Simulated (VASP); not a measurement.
# PtSe2 (P-3m1) in VASP: notebook

The runs below take PtSe2 through relaxation of cell and atoms, with PBE+D3(BJ).

All numbers are computed with VASP 6.6.1; they aren't measurements. Logs are shortened: lines on timing, memory, paths and dates and some standing lists are left out, and cuts for length are marked.

### 1 The structure

It takes space group P-3m1 (No. 164, trigonal). Conventional cell: a = 3.724 Å, b = 3.724 Å, c = 5.062 Å, α = 90.00°, β = 90.00°, γ = 120.00°. Pt (site symmetry -3m) is surrounded by 6 Se at 2.49 Å. Se (site symmetry 3m) is surrounded by 3 Pt at 2.49 Å.

### 2 Relaxation of cell and atoms, PBE+D3(BJ)

INCAR reads:

```
SYSTEM = PtSe2
  PREC = Accurate
  ENCUT = 520
  EDIFF = 1E-7
  ISMEAR = 0
  SIGMA = 0.02
  LREAL = .False.
  LASPH = .True.
  NELM = 100
  ALGO = Normal
  ISIF = 3
  LWAVE = .False.
  LCHARG = .False.
  GGA = PE
  IVDW = 12
  IBRION = 2
  NSW = 80
  EDIFFG = -0.002
  AMIX = 0.2
```

KPOINTS reads:

```
regular mesh
0
Gamma
  9 9 6
  0 0 0
```

POSCAR reads:

```
PtSe2
1.0
    3.7240000000      0.0000000000      0.0000000000
   -1.8620000000      3.2250786000      0.0000000000
    0.0000000000      0.0000000000      5.0620000000
Pt Se
1 2
Direct
    0.0000000000      0.0000000000      0.0000000000
    0.3333333300      0.6666666700      0.2500000000
    0.6666666700      0.3333333300      0.7500000000
```

Potentials or basis: VASP PAW PBE potentials, release 64 (Pt, Se).

Launch:

```
$ cat potpaw_PBE.64/Pt/POTCAR potpaw_PBE.64/Se/POTCAR > POTCAR
$ mpirun -np 1 vasp_std > vasp.out
```

OUTCAR:

```text
SYSTEM = PtSe2
   PREC = Accurate
   ENCUT = 520
   EDIFF = 1E-7
   ISMEAR = 0
   LREAL = .False.
   LASPH = .True.
   NELM = 100
   ISIF = 3
   GGA = PE
   IVDW = 12
   IBRION = 2
   NSW = 80
   EDIFFG = -0.002
   AMIX = 0.2
 IVDW          = 12

 ion  position               nearest neighbor table
   1  0.000  0.000  0.000-   2 2.49   3 2.49   2 2.49   3 2.49   3 2.49   2 2.49
   2  0.333  0.667  0.250-   1 2.49   1 2.49   1 2.49
   3  0.667  0.333  0.750-   1 2.49   1 2.49   1 2.49

  LATTYP: Found a hexagonal cell.
 ALAT       =     3.7240000000
 C/A-ratio  =     1.3592910849

  Lattice vectors:

 A1 = (   3.7240000000,   0.0000000000,   0.0000000000)
 A2 = (  -1.8620000000,   3.2250786000,   0.0000000000)
 A3 = (   0.0000000000,   0.0000000000,   5.0620000000)

Analysis of symmetry for initial positions (statically):
=====================================================================
 Subroutine PRICEL returns:
 Original cell was already a primitive cell.

 Routine SETGRP: Setting up the symmetry group for a
 hexagonal supercell.

 Subroutine GETGRP returns: Found 12 space group operations
 (whereof 12 operations were pure point group operations)
 out of a pool of 24 trial point group operations.

The static configuration has the point symmetry D_3d.

Analysis of symmetry for dynamics (positions and initial velocities):
=====================================================================
 Subroutine PRICEL returns:
 Original cell was already a primitive cell.

 Routine SETGRP: Setting up the symmetry group for a
 hexagonal supercell.

 Subroutine GETGRP returns: Found 12 space group operations
 (whereof 12 operations were pure point group operations)
 out of a pool of 24 trial point group operations.

The dynamic configuration has the point symmetry D_3d.

 Subroutine INISYM returns: Found 12 space group operations
 (whereof 12 operations are pure point group operations),
 and found     1 'primitive' translations

----------------------------------------------------------------------------------------

                                     Primitive cell

  volume of cell :      60.7956

  direct lattice vectors                    reciprocal lattice vectors
     3.724000000  0.000000000  0.000000000     0.268528464  0.155034981  0.000000000
    -1.862000000  3.225078600  0.000000000     0.000000000  0.310069962  0.000000000
     0.000000000  0.000000000  5.062000000     0.000000000  0.000000000  0.197550375

  length of vectors
     3.724000000  3.723999997  5.062000000     0.310069962  0.310069962  0.197550375

  position of ions in fractional coordinates (direct lattice)
     0.000000000  0.000000000  0.000000000
     0.333333330  0.666666670  0.250000000
     0.666666670  0.333333330  0.750000000

  ion indices of the primitive-cell ions
   primitive index   ion index
                 1           1
                 2           2
                 3           3

----------------------------------------------------------------------------------------

 KPOINTS: regular mesh

Automatic generation of k-mesh.
 Grid dimensions read from file:
 generate k-points for:    9    9    6

 Generating k-lattice:

  Cartesian coordinates                     Fractional coordinates (reciprocal lattice)
     0.029836496  0.017226109  0.000000000     0.111111111  0.000000000  0.000000000
     0.000000000  0.034452218  0.000000000     0.000000000  0.111111111  0.000000000
     0.000000000  0.000000000  0.032925063     0.000000000  0.000000000  0.166666667

  Length of vectors
     0.034452218  0.034452218  0.032925063

  Shift w.r.t. Gamma in fractional coordinates (k-lattice)
     0.000000000  0.000000000  0.000000000

 Subroutine IBZKPT returns following result:
 ===========================================

 Found     62 irreducible k-points:

 Following reciprocal coordinates:
            Coordinates               Weight
  0.000000  0.000000  0.000000      1.000000
  0.111111  0.000000  0.000000      6.000000
  0.222222  0.000000  0.000000      6.000000
  0.333333 -0.000000  0.000000      6.000000
  0.444444  0.000000  0.000000      6.000000
  0.111111  0.111111  0.000000      6.000000
[... 16 lines left out ...]
  0.222222  0.111111  0.166667     12.000000
 -0.111111  0.333333  0.166667     12.000000
 [... further k-points ...]
   k-points           NKPTS =     62   k-points in BZ     NKDIM =     62   number of bands    NBANDS=     15
   number of dos      NEDOS =    301   number of ions     NIONS =      3
   total plane-waves  NPLWV =  31360
   dimension x,y,z NGX =    28 NGY =   28 NGZ =   40
   dimension x,y,z NGXF=    56 NGYF=   56 NGZF=   80
   ions per type =               1   2
   NGX,Y,Z   is equivalent  to a cutoff of  12.50, 12.50, 13.14 a.u.
   NGXF,Y,Z  is equivalent  to a cutoff of  25.00, 25.00, 26.27 a.u.
 SYSTEM =  PtSe2
   PREC   = accura    normal or accurate (medium, high low for compatibility)
   ISTART =      0    job   : 0-new  1-cont  2-samecut
   ICHARG =      2    charge: 1-file 2-atom 10-const
   ISPIN  =      1    spin polarized calculation?
   LNONCOLLINEAR =      F non collinear calculations
   LSORBIT =      F    spin-orbit coupling
   LASPH  =      T    aspherical Exc in radial PAW
   ENCUT  =  520.0 eV  38.22 Ry    6.18 a.u.   6.92  6.92  9.41*2*pi/ulx,y,z
   NELM   =    100;   NELMIN=  2; NELMDL= -5     # of ELM steps
   EDIFF  = 0.1E-06   stopping-criterion for ELM
   LREAL  =      F    real-space projection
   EDIFFG = -.2E-02   stopping-criterion for IOM
   NSW    =     80    number of steps for IOM
   IBRION =      2    ionic relax: 0-MD 1-quasi-New 2-CG
   NFREE  =      1    steps in history (QN), initial steepest desc. (CG)
   ISIF   =      3    stress and relaxation
   ISYM   =      2    0-nonsym 1-usesym 2-fastsym
   POTIM  = 0.5000    time-step for ionic-motion
   TEBEG  =    0.0;   TEEND  =   0.0 temperature during run
   PSTRESS=    0.0 pullay stress
   NELECT =      22.0000    total number of electrons
   NUPDOWN=      -1.0000    fix difference up-down
   EMIN   =  10.00;   EMAX   =-10.00  energy-range for DOS
   EFERMI =   0.00;   METHOD = LEGACY
   ISMEAR =     0;   SIGMA  =   0.02  broadening in eV -4-tet -1-fermi 0-gaus
   EFERMI_NEDOS =   21; number of points for ismear=-14 and -15
   IALGO  =     38    algorithm
   IMIX   =      4    mixing-type and parameters
     AMIX     =   0.20;   BMIX     =  1.00
     AMIX_MAG =   0.80;   BMIX_MAG =  1.00
  volume/ion in A,a.u.               =      20.27       136.76
  Fermi-wavevector in a.u.,A,eV,Ry     =   1.166608  2.204570 18.517184  1.360975
  Thomas-Fermi vector in A             =   2.303119
   LORBIT       =      0    0 simple, 1 ext, 2 COOP (PROOUT), +10 PAW based schemes
   GGA     = PE    functional components
   LHFCALC =     F    Hartree Fock is set to
   AEXX    =    0.0000 exact exchange contribution
   IVDW    =    12    specifies the selected vdW correction
   LEPSILON=     F    determine dielectric tensor
   LRPA    =     F    only Hartree local field effects (RPA)
 conjugate gradient relaxation of ions
 non-spin polarized calculation
 Gauss-broadening in eV      SIGMA  =   0.02
  energy-cutoff  :      520.00
  volume of cell :       60.80
 maximum number of plane-waves:      1650
   NGX = 13   NGY = 13   NGZ = 19

--------------------------------------- Ionic step        1  -------------------------------------------

 number of electron      21.9999999 magnetization

 Free energy of the ion-electron system (eV)
  ---------------------------------------------------
  ext. energy  EPLUGINS =         0.00000000
  ---------------------------------------------------
  free energy    TOTEN  =       -14.18531624 eV

  energy without entropy =      -14.18515946  energy(sigma->0) =      -14.18523785

------------------------ aborting loop because EDIFF is reached ----------------------------------------

 Edisp (eV)   -1.43094

 E8    (eV) :    -0.6140

  FORCE on cell =-STRESS in cart. coord.  units (eV):
  Direction    XX          YY          ZZ          XY          YZ          ZX
  --------------------------------------------------------------------------------------
  -------------------------------------------------------------------------------------
  Total       1.56848     1.56848     0.79683     0.00000    -0.00000     0.00000
  in kB      41.33490    41.33490    20.99927     0.00000    -0.00000     0.00000
  external pressure =       34.56 kB  Pullay stress =        0.00 kB
[... 100 lines left out ...]
  FREE ENERGIE OF THE ION-ELECTRON SYSTEM (eV)
  ---------------------------------------------------
  free  energy   TOTEN  =       -15.6400961053 eV

  energy  without entropy=      -15.6399566002  energy(sigma->0) =      -15.64002635

[... ionic steps 4 to 12 ...]

--------------------------------------- Ionic step       13  -------------------------------------------

 number of electron      21.9999997 magnetization

------------------------ aborting loop because EDIFF is reached ----------------------------------------

 Edisp (eV)   -1.47073

 E8    (eV) :    -0.6319
[... 71 lines left out ...]
  energy  without entropy=      -15.6655781920  energy(sigma->0) =      -15.66573257

--------------------------------------- Ionic step       15  -------------------------------------------

 number of electron      21.9999997 magnetization

 Free energy of the ion-electron system (eV)
  ---------------------------------------------------
  ext. energy  EPLUGINS =         0.00000000
  ---------------------------------------------------
  free energy    TOTEN  =       -14.19475440 eV

  energy without entropy =      -14.19444633  energy(sigma->0) =      -14.19460036

 E-fermi :   6.7387     XC(G=0): -10.8270

 val. band max:        6.6889371257   @ k =   0.3333   0.3333   0.0000
 cond. band min:       6.7431343710   @ k =  -0.1111   0.4444   0.1667
 fundamental gap:      0.0541972453
 Fermi energy:         6.7387316633

 k-point     1 :       0.0000    0.0000    0.0000
  band No.  band energies     occupation
      1      -8.9485      2.00000
      2      -5.8519      2.00000
      3      -0.4012      2.00000
      4       0.4963      2.00000
      5       0.4963      2.00000
      6       2.9284      2.00000
      7       2.9284      2.00000
      8       4.2418      2.00000
      9       5.7190      2.00000
     10       5.7190      2.00000
     11       7.5056      0.00000
     12       7.7872      0.00000
     13       7.7872      0.00000
     14      10.0850      0.00000
     15      10.8335      0.00000
[... 397 lines left out ...]
 k-point    24 :      -0.1111    0.3333    0.1667
  band No.  band energies     occupation
      1      -8.0173      2.00000
      2      -6.3968      2.00000
      3       0.1337      2.00000
      4       0.7996      2.00000
      5       1.1123      2.00000
      6       1.7912      2.00000
      7       2.5284      2.00000
      8       3.3738      2.00000
      9       4.3828      2.00000
     10       4.7909      2.00000
     11       6.2605      2.00000
     12       7.0651      0.00000
     13       8.1110      0.00000
     14      11.3632      0.00000
     15      12.9348      0.00000

 [... further k-points ...]

------------------------ aborting loop because EDIFF is reached ----------------------------------------

 Edisp (eV)   -1.47114

 E8    (eV) :    -0.6321

  FORCE on cell =-STRESS in cart. coord.  units (eV):
  Direction    XX          YY          ZZ          XY          YZ          ZX
  --------------------------------------------------------------------------------------
  -------------------------------------------------------------------------------------
  Total       0.00165     0.00165    -0.00444     0.00000     0.00000     0.00000
  in kB       0.04446     0.04446    -0.11996     0.00000     0.00000     0.00000
  external pressure =       -0.01 kB  Pullay stress =        0.00 kB
[... 18 lines left out ...]
  FREE ENERGIE OF THE ION-ELECTRON SYSTEM (eV)
  ---------------------------------------------------
  free  energy   TOTEN  =       -15.6658943716 eV

  energy  without entropy=      -15.6655863022  energy(sigma->0) =      -15.66574034

 reached required accuracy - stopping structural energy minimisation
```

It took 4 min on 1 thread of AMD EPYC 9R45 (Zen 5), shared host; peak memory 0.21 GiB.

What came out:

| Quantity | Value |
| --- | --- |
| Free energy | -15.6659 eV |
| Relaxed volume | 19.79 Å³/atom |
| Relaxed cell | a = 3.769 Å, b = 3.769 Å, c = 4.825 Å, α = 90.00°, β = 90.00°, γ = 120.00° |
| Space group after relaxing (to 0.05 Å) | P-3m1 (No. 164) |
| Energy gained by relaxing | 16.5 meV/atom |
| Ionic steps | 15 |
| Pressure after relaxing | 0.0 GPa |
| Band gap on the k mesh | none (metal or under the smearing width) |
| Dispersion energy per atom | -0.490 eV |

The path:
| step | energy change (eV) | largest force (eV/Å) | pressure (GPa) | volume (Å³) |
| --- | --- | --- | --- | --- |
| 1 | 0.0000 | 0.6174 | 3.46 | 60.80 |
| 2 | 0.0310 | 0.3917 | -5.83 | 64.72 |
| 3 | -0.0238 | 0.1843 | -0.60 | 62.30 |
| 4 | -0.0238 | 0.1922 | -0.52 | 62.27 |
| 5 | -0.0292 | 0.1619 | -0.44 | 61.89 |
| 6 | -0.0412 | 0.0658 | -0.11 | 60.74 |
| 7 | -0.0414 | 0.1599 | 0.97 | 58.46 |
| 8 | -0.0458 | 0.0172 | 0.34 | 59.70 |
| 9 | -0.0469 | 0.1393 | -1.27 | 59.93 |
| 10 | -0.0480 | 0.0905 | -0.61 | 59.83 |
| 11 | -0.0496 | 0.0166 | 0.08 | 59.28 |
| 12 | -0.0496 | 0.0016 | -0.04 | 59.37 |
| 13 | -0.0496 | 0.0033 | -0.06 | 59.38 |
| 14 | -0.0496 | 0.0036 | 0.06 | 59.35 |
| 15 | -0.0496 | 0.0003 | 0.00 | 59.37 |

Final structure:
```yaml
crystal:
  lattice:
    - [3.76933, 0.00000, 0.00000]
    - [-1.88467, 3.26434, 0.00000]
    - [0.00000, 0.00000, 4.82485]
  atoms:
    - { symbol: Pt, position: [0.00000, 0.00000, 0.00000] }
    - { symbol: Se, position: [0.33333, 0.66667, 0.26578] }
    - { symbol: Se, position: [0.66667, 0.33333, 0.73422] }
```

Caveat: pairwise dispersion overbinds metals, which lowers pressure and volume.

### 3 Relaxation of cell and atoms, PBE+D3(BJ)

This run uses another cell than the first one, of 19.79 Å³/atom, 0.976 times its volume.

INCAR is that of step 2.

KPOINTS is that of step 2.

POSCAR reads:

```
PtSe2                                   
1.0
    3.7693303101     -0.0000000000      0.0000000000
   -1.8846651551      3.2643358000      0.0000000000
   -0.0000000000     -0.0000000000      4.8248536451
  Pt              Se            
     1     2
Direct
     0.0000000000000000    0.0000000000000000    0.0000000000000000
     0.3333333300000021    0.6666666699999979    0.2657824290167689
     0.6666666699999979    0.3333333300000021    0.7342175709832314
```

Potentials or basis: VASP PAW PBE potentials, release 64 (Pt, Se).

Launch:

```
$ cat potpaw_PBE.64/Pt/POTCAR potpaw_PBE.64/Se/POTCAR > POTCAR
$ mpirun -np 1 vasp_std > vasp.out
```

OUTCAR:

```text
SYSTEM = PtSe2
   PREC = Accurate
   ENCUT = 520
   EDIFF = 1E-7
   ISMEAR = 0
   LREAL = .False.
   LASPH = .True.
   NELM = 100
   ISIF = 3
   GGA = PE
   IVDW = 12
   IBRION = 2
   NSW = 80
   EDIFFG = -0.002
   AMIX = 0.2
 IVDW          = 12

 ion  position               nearest neighbor table
   1  0.000  0.000  0.000-   2 2.53   3 2.53   2 2.53   3 2.53   3 2.53   2 2.53
   2  0.333  0.667  0.266-   1 2.53   1 2.53   1 2.53
   3  0.667  0.333  0.734-   1 2.53   1 2.53   1 2.53

[... 683 lines left out ...]
 Edisp (eV)   -1.47121

 E8    (eV) :    -0.6321

  FORCE on cell =-STRESS in cart. coord.  units (eV):
  Direction    XX          YY          ZZ          XY          YZ          ZX
  --------------------------------------------------------------------------------------
  -------------------------------------------------------------------------------------
  Total       0.00068     0.00068    -0.00519    -0.00000     0.00000     0.00000
  in kB       0.01831     0.01831    -0.14005    -0.00000     0.00000     0.00000
  external pressure =       -0.03 kB  Pullay stress =        0.00 kB

 VOLUME and BASIS-vectors are now :
 -----------------------------------------------------------------------------
  energy-cutoff  :      520.00
  volume of cell :       59.36
      direct lattice vectors                 reciprocal lattice vectors
     3.769443772 -0.000000000 -0.000000000     0.265291131  0.153165906  0.000000000
    -1.884721886  3.264434061  0.000000000     0.000000000  0.306331812 -0.000000000
    -0.000000000  0.000000000  4.824346587     0.000000000  0.000000000  0.207281957

 POSITION                                       TOTAL-FORCE (eV/Angst)
 -----------------------------------------------------------------------------------
      0.00000     -0.00000     -0.00000        -0.000000      0.000000      0.000000
     -0.00000      2.17629      1.28224        -0.000000      0.000000      0.000784
      1.88472      1.08814      3.54210         0.000000     -0.000000     -0.000784
 -----------------------------------------------------------------------------------
    total drift:                                0.000000      0.000000      0.000000

  FREE ENERGIE OF THE ION-ELECTRON SYSTEM (eV)
  ---------------------------------------------------
  free  energy   TOTEN  =       -15.6655964726 eV

  energy  without entropy=      -15.6652887035  energy(sigma->0) =      -15.66544259

 reached required accuracy - stopping structural energy minimisation
```

OSZICAR:

```text
N       E                     dE             d eps       ncg     rms          rms(c)
DAV:   1     0.115969993577E+03    0.11597E+03   -0.10310E+04  1876   0.129E+03
DAV:   2    -0.101412556250E+02   -0.12611E+03   -0.12368E+03  2392   0.239E+02
DAV:   3    -0.148876241376E+02   -0.47464E+01   -0.46899E+01  2329   0.492E+01
[... 15 lines left out ...]
DAV:   1    -0.141943875263E+02    0.68213E-04   -0.72371E-05  1895   0.624E-02    0.664E-03
DAV:   2    -0.141943866832E+02    0.84309E-06   -0.20561E-06  2154   0.137E-02    0.357E-03
DAV:   3    -0.141943863250E+02    0.35821E-06   -0.57219E-07  2028   0.605E-03    0.235E-03
DAV:   4    -0.141943861771E+02    0.14795E-06   -0.39366E-07  1866   0.450E-03    0.789E-04
DAV:   5    -0.141943861773E+02   -0.21623E-09   -0.50630E-08   979   0.179E-03
   2 F= -.15665596E+02 E0= -.15665443E+02  d E =-.747249E-06
```

CONTCAR:

```text
PtSe2
   1.00000000000000
     3.7694437721302454   -0.0000000000000017   -0.0000000000000000
    -1.8847218861151258    3.2644340610002152    0.0000000000000000
    -0.0000000000000000    0.0000000000000000    4.8243465874039853
  Pt              Se
     1     2
Direct
     0.0000000000000000    0.0000000000000000    0.0000000000000000
     0.3333333300000021    0.6666666699999979    0.2657856208440178
     0.6666666699999979    0.3333333300000021    0.7342143791559822

  0.00000000E+00  0.00000000E+00  0.00000000E+00
  0.00000000E+00  0.00000000E+00  0.00000000E+00
  0.00000000E+00  0.00000000E+00  0.00000000E+00
```

It took 31 s on 1 thread of AMD EPYC 9R45 (Zen 5), shared host; peak memory 0.19 GiB.

Results:

* Free energy: -15.6656 eV
* Energy gained by relaxing: 0.0 meV/atom
* Ionic steps: 2
* Pressure after relaxing: 0.0 GPa
* Band gap on the k mesh: none (metal or under the smearing width)
* Dispersion energy per atom: -0.490 eV

Final structure:
```yaml
crystal:
  lattice:
    - [3.76944, 0.00000, 0.00000]
    - [-1.88472, 3.26443, 0.00000]
    - [0.00000, 0.00000, 4.82435]
  atoms:
    - { symbol: Pt, position: [0.00000, 0.00000, 0.00000] }
    - { symbol: Se, position: [0.33333, 0.66667, 0.26579] }
    - { symbol: Se, position: [0.66667, 0.33333, 0.73421] }
```

Caveat: pairwise dispersion overbinds metals, which lowers pressure and volume. The run has no spin-orbit coupling, so splittings on Pt are missing.
